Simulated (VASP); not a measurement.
**Results of a VASP single-point calculation on MgS (strained zincblende)**

POSCAR

```
Mg S
 1.0000000000000000
    -0.0163055601000000    2.8287256651999999    2.8287256651999999
     2.8287256651999999   -0.0163055601000000    2.8287256651999999
     2.8287256651999999    2.8287256651999999   -0.0163055601000000
 Mg  S
   1   1
Cartesian
 -0.0030027100771799 -0.0030027100771799 -0.0030027100771799
  1.4132891526521798  1.4132891526521798  1.4132891526521798
```

The gap between bands v and c is 4.06 eV. The least direct gap is 4.06 eV.

Band v is the last that the valence electrons fill when counted band by band, and c is the next. Levels in eV from the top of v:

| point | v−1 | v | c | c+1 |
| --- | --- | --- | --- | --- |
| Γ | -0.05 | 0.00 | 4.06 | 8.50 |
| X | -1.10 | -1.05 | 4.29 | 6.22 |
| K | -1.92 | -0.83 | 5.29 | 7.53 |
| L | -0.37 | -0.34 | 5.75 | 8.15 |
| W | -1.88 | -1.36 | 5.95 | 8.63 |

Problem. Which of these levels of theory gave these results?
A. PBE
B. r²SCAN
C. PBE with spin–orbit coupling
D. HSE06
E. LDA
F. PBE0
G. PBEsol

Solution. B.

The INCAR was:

```
NELM = 120
SIGMA = 0.01
LASPH = .TRUE.
LCHARG = .TRUE.
LREAL = .FALSE.
EDIFF = 1E-7
ISMEAR = 0
METAGGA = R2SCAN
NSW = 0
ALGO = Normal
ISIF = 2
NBANDS = 11
LWAVE = .FALSE.
IBRION = -1
ENCUT = 520
LELF = .TRUE.
PREC = Accurate
```
